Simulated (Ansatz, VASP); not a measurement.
## Two plane-wave programs on ZnO

```
Zn O
1.0
     0.00000    2.08781    2.08781
     2.08781    0.00000    2.08781
     2.08781    2.08781    0.00000
Zn O
1 1
Direct
  0.00000 0.00000 0.00000
  0.50000 0.50000 0.50000
```

Alike in both runs: task single point; functional PBE; k mesh 14 × 14 × 14; occupations gaussian, width 0.05 eV; no spin polarisation.

|  | VASP | Ansatz |
| --- | --- | --- |
| version | VASP 6.6.1 | Ansatz 0.2.0 |
| potentials or method | VASP PAW PBE potentials, release 64 (Zn, O) | scalar-relativistic, plane waves, PAW |
| plane-wave cutoff (eV) | 520 | 420 |
| valence electrons in the cell | 18 | 18 |

|  | VASP | Ansatz | Ansatz less VASP |
| --- | --- | --- | --- |
| gap on the k mesh at the Fermi level (eV) | 1.23 | 1.27 | +0.037 |
| least direct gap on the mesh (eV) | 2.90 | 2.94 | +0.041 |
| pressure (GPa) | 24.7 | 23.0 | -1.62 |

Caveats: so large a pressure means that the cell lies far from this level's equilibrium, or that cutoff or potentials fall short (VASP). A k mesh can miss the band edges.
